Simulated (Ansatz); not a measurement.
N:

```
N
1.0
     5.56052    0.00000    0.00000
     0.00000    5.56052    0.00000
     0.00000    0.00000    5.56052
N
8
Direct
  0.05740 0.44260 0.55740
  0.44260 0.55740 0.05740
  0.55740 0.05740 0.44260
  0.94260 0.94260 0.94260
  0.94260 0.55740 0.44260
  0.55740 0.44260 0.94260
  0.44260 0.94260 0.55740
  0.05740 0.05740 0.05740
```

Base run:

* Program: Ansatz 0.2.0
* Functional: PBEsol
* Potentials or basis: Ansatz PAW
* Cutoff: 420 eV
* Density cutoff: 1680 eV
* k mesh: 6 × 6 × 6
* Occupations: fixed
* Spin: no spin polarisation

Its results: band gap on the k mesh 7.24 eV, indirect (least direct gap 7.27 eV); pressure -0.7 GPa; largest force 0.875 eV/Å.

Q: The run is repeated on the same cell with these changes: functional from PBEsol to LDA; level from pbesol to lda. What comes out?

A: Band gap on the k mesh 7.10 eV, indirect (least direct gap 7.13 eV); pressure -2.9 GPa; largest force 1.703 eV/Å.

Caveats: the PAW data sets come from PBE, with cores solved anew for the run's functional, which leaves a small shift of forces and pressure; forces of over 1 eV/Å show positions far from the minimum, so gaps and moduli don't describe the material at rest (some runs).

Not every run made on this cell is shown here.
